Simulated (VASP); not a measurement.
## B2P: equation of state with PBE

B2P:

```
B P
1.0
     1.51512    0.87475    3.92488
    -1.51512    0.87475    3.92488
     0.00000   -1.74950    3.92488
B P
2 1
Direct
  0.42934 0.42934 0.42934
  0.57066 0.57066 0.57066
  0.00000 0.00000 0.00000
```

The cell was built by a generator and needn't be a form met in nature.

```yaml
Program: VASP 6.6.1
Task: equation of state
Functional: PBE
Potentials_or_basis: VASP PAW PBE potentials, release 64 (B, P)
Cutoff: 520 eV
k_mesh: 10 × 10 × 10
Occupations: fermi-dirac, width 0.05 eV
Spin: no spin polarisation
```

```yaml
Equilibrium_volume: 10.38 Å³/atom
Bulk_modulus_at_fixed_shape_and_positions: 160 GPa
Pressure_derivative_of_the_bulk_modulus: 4.0
```

Energy against volume, from the lowest point:
```tsv
volume (Å³/atom)	energy (meV/atom)
9.779	19.24
9.988	7.95
10.196	1.69
10.404	0.00
10.612	2.44
10.820	8.61
11.028	18.16
```

All runs of the series together: 8.5 min on 1 thread of Intel(R) Xeon(R) Platinum 8488C (Sapphire Rapids) (shared host).

Caveat: the cell was scaled at fixed shape and fractional positions, which overstates the stiffness of a crystal with free parameters, most of all of layers and chains.
